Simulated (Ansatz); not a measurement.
# GaN (rocksalt type): the cost of one run

Method: DFT, r2SCAN, PAW with Ansatz's default frozen-core files, scalar-relativistic, in Ansatz 0.2.0.

1 further run of the same task is left out (it didn't finish).

## 1. The structure to begin with

Symmetry: Fm-3m, No. 225, cubic system. The conventional cell has a = 4.309 Å, b = 4.309 Å, c = 4.309 Å, α = 90.00°, β = 90.00°, γ = 90.00°. Ga (site symmetry m-3m) is surrounded by 6 N at 2.15 Å. N (site symmetry m-3m) has 6 Ga at 2.15 Å as nearest neighbours.

Structure file:

```cif
data_structure
_symmetry_space_group_name_H-M 'P 1'
_symmetry_Int_Tables_number 1
_cell_length_a 3.0468
_cell_length_b 3.0468
_cell_length_c 3.0468
_cell_angle_alpha 60.000
_cell_angle_beta 60.000
_cell_angle_gamma 60.000
_cell_volume 20.00
loop_
_atom_site_label
_atom_site_type_symbol
_atom_site_fract_x
_atom_site_fract_y
_atom_site_fract_z
_atom_site_occupancy
Ga1 Ga 0.00000 0.00000 0.00000 1
N1 N 0.50000 0.50000 0.50000 1
```

Whether this phase is the stable one at these pressures isn't tested.

Atoms are numbered in the order of the input: Ga1, N2.

## 2. Cell relaxed at zero pressure, PAW

The input, input.yaml:

```yaml
crystal:
  lattice:
    - [0.0, 2.15443469, 2.15443469]
    - [2.15443469, 0.0, 2.15443469]
    - [2.15443469, 2.15443469, 0.0]
  atoms:
    - { symbol: Ga, position: [0.0, 0.0, 0.0] }
    - { symbol: "N", position: [0.5, 0.5, 0.5] }
kpoints:
  mp_grid: { grid: [15, 15, 15] }
scf:
  occupations: { method: fermi_dirac, width: 0.1 }
hamiltonian:
  xc: r2scan
  pseudopotentials: { kind: paw }
output:
  forces: true
  stress: true
relax:
  f_tol: 0.005
  max_steps: 40
  cell: {}
```

Started as:

```
> ansatz run input.yaml --threads 1 --pin off --max-ram 2048MiB --backend cpu --events-out ev --progress --plain --runs-dir out
```

**Question.** How long does this run take on 1 thread of Arm Neoverse V1, shared host, and how much memory does it need?

About 19 s, with a peak of 0.39 GiB.
